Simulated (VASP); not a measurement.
**VASP 6.6.1 run: TePb**

INCAR

```
ENCUT = 520
ISIF = 2
IBRION = -1
LCHARG = .FALSE.
LWAVE = .FALSE.
LASPH = .TRUE.
SIGMA = 0.02
PREC = Accurate
NELECT = 19.98
LREAL = .FALSE.
NSW = 0
GGA = PE
NBANDS = 50
NELM = 120
ISMEAR = -1
EDIFF = 1E-5
```

KPOINTS

```
KPOINTS created by Atomic Simulation Environment
0
Gamma
8 8 8
0 0 0
```

POSCAR

```
Te Pb
 1.0000000000000000
     0.0000000000000000    3.4459536783000000    3.4459536783000000
     3.4459536783000000    0.0000000000000000    3.4459536783000000
     3.4459536783000000    3.4459536783000000    0.0000000000000000
 Te  Pb
   1   1
Cartesian
  3.4459536783000000  3.4459536783000000  3.4459536783000000
  0.0000000000000000  0.0000000000000000  0.0000000000000000
```

The recommended PBE PAW datasets give the neutral cell 20 valence electrons.

Command

```
mpirun -np 1 vasp_std
```

OSZICAR

```
N       E                     dE             d eps       ncg     rms          rms(c)
DAV:   1     0.189550491637E+03    0.18955E+03   -0.62558E+03  2958   0.343E+02
DAV:   2     0.172240097462E+02   -0.17233E+03   -0.15222E+03  3044   0.142E+02
DAV:   3    -0.673657618903E+01   -0.23961E+02   -0.23364E+02  3408   0.472E+01
DAV:   4    -0.764775407241E+01   -0.91118E+00   -0.90939E+00  3616   0.889E+00
DAV:   5    -0.766865222384E+01   -0.20898E-01   -0.20894E-01  3880   0.151E+00    0.246E+00
DAV:   6    -0.743898073831E+01    0.22967E+00   -0.36870E-01  4702   0.147E+00    0.149E+00
DAV:   7    -0.743200760817E+01    0.69731E-02   -0.53911E-02  4166   0.443E-01    0.694E-01
DAV:   8    -0.743468798125E+01   -0.26804E-02   -0.66000E-03  3412   0.311E-01    0.136E-01
DAV:   9    -0.743496471865E+01   -0.27674E-03   -0.47634E-04  4052   0.515E-02    0.628E-02
DAV:  10    -0.743500654923E+01   -0.41831E-04   -0.62057E-05  3914   0.243E-02    0.268E-02
DAV:  11    -0.743500731998E+01   -0.77075E-06   -0.22622E-05  3574   0.122E-02
   1 F= -.74350073E+01 E0= -.74344713E+01  d E =-.107208E-02
```

From OUTCAR

```
k-points           NKPTS =     29   k-points in BZ     NKDIM =     29   number of bands    NBANDS=     50

   NELECT =      19.9800    total number of electrons

   dimension x,y,z NGX =    36 NGY =   36 NGZ =   36
   dimension x,y,z NGXF=    72 NGYF=   72 NGZF=   72

  energy-cutoff  :      520.00
  volume of cell :       81.84
      direct lattice vectors                 reciprocal lattice vectors
     0.000000000  3.445953678  3.445953678    -0.145097714  0.145097714  0.145097714
     3.445953678  0.000000000  3.445953678     0.145097714 -0.145097714  0.145097714
     3.445953678  3.445953678  0.000000000     0.145097714  0.145097714 -0.145097714

 k-points in reciprocal lattice and weights: KPOINTS created by Atomic Simulation Env
   0.00000000  0.00000000  0.00000000       0.002
   0.12500000  0.00000000  0.00000000       0.016
   0.25000000  0.00000000  0.00000000       0.016
   0.37500000  0.00000000  0.00000000       0.016
   0.50000000  0.00000000  0.00000000       0.008
   0.12500000  0.12500000  0.00000000       0.012
   0.25000000  0.12500000  0.00000000       0.047
   0.37500000  0.12500000  0.00000000       0.047
   ...

 E-fermi :   3.3949

 k-point     1 :       0.0000    0.0000    0.0000
  band No.  band energies     occupation
      1     -13.1623      2.00000
      2     -13.1623      2.00000
      3     -13.1623      2.00000
      4     -13.1604      2.00000
      5     -13.1604      2.00000
      6      -7.2494      2.00000
      7      -2.6690      2.00000
      8       2.6860      2.00000
      9       2.6860      2.00000
     10       2.6860      2.00000
     11       7.1829      0.00000
     12       7.1829      0.00000
     13       7.1829      0.00000
     14       9.5659      0.00000
     15       9.5659      0.00000
     16       9.5659      0.00000
     17      10.2270      0.00000
     18      11.3147      0.00000
     19      11.3147      0.00000
     20      11.3182      0.00000
     21      21.1501      0.00000
     22      21.1501      0.00000
     23      21.1501      0.00000
     24      21.2279      0.00000
     25      21.2279      0.00000
     26      21.2279      0.00000
     27      22.1376      0.00000
     28      22.1376      0.00000
     29      22.1376      0.00000
     30      23.6173      0.00000
     31      23.6173      0.00000
     32      26.0083      0.00000
     33      26.0123      0.00000
     34      26.0123      0.00000
     35      26.0123      0.00000
     36      28.4015      0.00000
     37      28.4015      0.00000
     38      28.4015      0.00000
     39      28.6892      0.00000
     40      28.6892      0.00000
     41      28.9608      0.00000
     42      30.7043      0.00000
     43      31.1608      0.00000
     44      31.1608      0.00000
     45      31.1608      0.00000
     46      31.1743      0.00000
     47      31.1743      0.00000
     48      31.1743      0.00000
     49      32.5147      0.00000
     50      32.5147      0.00000

 ...

  Total       -2.2507871     -2.2507871     -2.2507871     -0.0000000      0.0000000      0.0000000
  in kB      -44.0642830    -44.0642830    -44.0642830     -0.0000000      0.0000000      0.0000000
  external PRESSURE =     -44.0642830 kB  Pullay stress =       0.0000000 kB

 POSITION                                       TOTAL-FORCE (eV/Angst)
 -----------------------------------------------------------------------------------
      3.44595      3.44595      3.44595         0.000000      0.000000      0.000000
      0.00000      0.00000      0.00000         0.000000      0.000000     -0.000000
 -----------------------------------------------------------------------------------
    total drift:                                0.000000      0.000000      0.000000

  FREE ENERGIE OF THE ION-ELECTRON SYSTEM (eV)
  ---------------------------------------------------
  free  energy   TOTEN  =        -7.4350073200 eV

  energy  without entropy=       -7.4339352378  energy(sigma->0) =       -7.43447128
```

It converged. Results: pressure -4.4 GPa.

The cell is charged and sits in a uniform background.

For comparison, a separate PBE run of the intended cell, on usual settings and not on those above, gives a gap of 1.02 eV on its mesh and a pressure of -4.0 GPa.

The run above took about 76 s on one core of a shared host (Intel Xeon Platinum 8488C) and held 0.25 GiB at most.
